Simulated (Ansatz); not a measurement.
Space group P4/nmm:1 (No. 129). a = 4.248 Å, b = 4.248 Å, c = 6.009 Å, α = 90.00°, β = 90.00°, γ = 90.00°
| atom | site | symmetry | x | y | z |
| --- | --- | --- | --- | --- | --- |
| Pb | 2c | 4mm | 0.5000 | 0.0000 | 0.7489 |
| S | 2c | 4mm | 0.5000 | 0.0000 | 0.2514 |

Equation of state of this PbS structure (not necessarily the ground state), with shape and atoms relaxed at each volume where symmetry leaves them free. All numbers below come from DFT PBE, scalar-relativistic, plane waves, PAW (Ansatz 0.2.0).

Plane waves to 420 eV, a k mesh through Γ of 8×8×6 on the computed 4-atom cell and Gaussian smearing (0.02 eV); no spin polarisation.

```json
{"V (Å³/atom)": "23.857", "E − E(largest V) (meV/atom)": "55.93", "P (GPa)": "8.84", "gap on mesh (eV)": "0.10"}
{"V (Å³/atom)": "24.670", "E − E(largest V) (meV/atom)": "17.99", "P (GPa)": "6.15", "gap on mesh (eV)": "0.13"}
{"V (Å³/atom)": "25.483", "E − E(largest V) (meV/atom)": "-7.02", "P (GPa)": "3.77", "gap on mesh (eV)": "0.27"}
{"V (Å³/atom)": "26.297", "E − E(largest V) (meV/atom)": "-20.88", "P (GPa)": "1.75", "gap on mesh (eV)": "0.39"}
{"V (Å³/atom)": "27.110", "E − E(largest V) (meV/atom)": "-25.23", "P (GPa)": "0.03", "gap on mesh (eV)": "0.49"}
{"V (Å³/atom)": "27.923", "E − E(largest V) (meV/atom)": "-21.54", "P (GPa)": "-1.44", "gap on mesh (eV)": "0.59"}
{"V (Å³/atom)": "28.737", "E − E(largest V) (meV/atom)": "-12.33", "P (GPa)": "-1.96", "gap on mesh (eV)": "0.94"}
{"V (Å³/atom)": "29.821", "E − E(largest V) (meV/atom)": "0.00", "P (GPa)": "-1.63", "gap on mesh (eV)": "1.40"}
```

**Question.** Does one Birch–Murnaghan curve describe these points?

**Answer.** Not well: the fit leaves 0.94 meV/atom rms, which suggests a change of structure or state along the series.

Spin-orbit coupling is left out, which matters for the bands of heavy elements.

The slope of the tabulated pressures gives B = 50 GPa at V0, so the fit is only rough here.

It comes from a database structure that was distorted and then relaxed.
